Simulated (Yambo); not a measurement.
A run of Yambo 5.3.0 is set up as follows.

The input eels2.in:

```
optics
chi
Chimod= "HARTREE"
% BndsRnXd
 1 | 48 |
%
NGsBlkXd= 3 Ry
% LongDrXd
 1 | 1 | 1 |
%
% QpntsRXd
 4 | 4 |
%
% EnRngeXd
 0 | 50 | eV
%
% DmRngeXd
 0.3 | 0.3 | eV
%
ETStpsXd= 250
```

File scf.in:

```
&CONTROL
  calculation = 'scf'
  prefix = 'pwscf'
  outdir = './tmp'
  pseudo_dir = './pseudo'
/
&SYSTEM
  ibrav = 0
  nat = 4
  ntyp = 2
  ecutwfc = 84
  nbnd = 26
  occupations = 'smearing'
  smearing = 'fd'
  degauss = 0.00367493
  force_symmorphic = .true.
/
&ELECTRONS
  conv_thr = 8d-10
  electron_maxstep = 120
  mixing_beta = 0.5
/
ATOMIC_SPECIES
Ga    69.7230 Ga.upf
N     14.0070 N.upf
CELL_PARAMETERS angstrom
   3.1800000000    0.0000000000    0.0000000000
  -1.5900000000    2.7539607840    0.0000000000
   0.0000000000    0.0000000000    5.1660000000
ATOMIC_POSITIONS crystal
Ga     0.6666666667    0.3333333333    0.5000000000
Ga     0.3333333333    0.6666666667    0.0000000000
N      0.6666666667    0.3333333333    0.8750000000
N      0.3333333333    0.6666666667    0.3750000000
K_POINTS automatic
12 12 6 0 0 0
```

Contents of nscf.in:

```
&CONTROL
  calculation = 'nscf'
  prefix = 'pwscf'
  outdir = './tmp'
  pseudo_dir = './pseudo'
/
&SYSTEM
  ibrav = 0
  nat = 4
  ntyp = 2
  ecutwfc = 84
  nbnd = 48
  occupations = 'fixed'
  force_symmorphic = .true.
/
&ELECTRONS
  conv_thr = 1d-08
  diago_full_acc = .true.
  diago_thr_init = 1d-06
/
ATOMIC_SPECIES
Ga    69.7230 Ga.upf
N     14.0070 N.upf
CELL_PARAMETERS angstrom
   3.1800000000    0.0000000000    0.0000000000
  -1.5900000000    2.7539607840    0.0000000000
   0.0000000000    0.0000000000    5.1660000000
ATOMIC_POSITIONS crystal
Ga     0.6666666667    0.3333333333    0.5000000000
Ga     0.3333333333    0.6666666667    0.0000000000
N      0.6666666667    0.3333333333    0.8750000000
N      0.3333333333    0.6666666667    0.3750000000
K_POINTS automatic
9 9 6 0 0 0
```

Potentials or basis: PseudoDojo 0.4.1 SR PBE standard.

Launch:

```bash
$ OMP_NUM_THREADS=1 pw.x -in scf.in > scf.out
$ OMP_NUM_THREADS=1 pw.x -in nscf.in > nscf.out
$ cd tmp/pwscf.save; p2y; mv SAVE ../..; cd ../..
$ OMP_NUM_THREADS=1 yambo
$ OMP_NUM_THREADS=1 yambo -F eels2.in -J eels2 -C eels2_out
```

Problem. Predict the peak of the energy-loss function.

Solution. 25.9 eV.

Problem. Predict the band gap on the k mesh, mean-field level.

Solution. 2.01 eV, direct.

Energy-loss function at q = [0.0, 0.0, -0.5] (reciprocal lattice):
```tsv
energy (eV)	loss
0.0	0.006
2.2	0.007
4.4	0.022
6.4	0.065
8.6	0.122
10.8	0.202
13.1	0.296
15.3	0.426
17.5	0.990
19.5	1.030
21.7	1.095
23.9	1.057
26.1	1.264
28.3	0.927
30.5	0.690
32.5	0.609
34.7	0.583
36.9	0.536
39.2	0.609
41.4	0.537
43.6	0.505
45.6	0.417
47.8	0.423
50.0	0.431
```

Caveat: an odd mesh through Γ misses points on the zone boundary, where band edges often lie.

The gap isn't set beside the measured one, since this odd mesh misses points on the zone boundary.
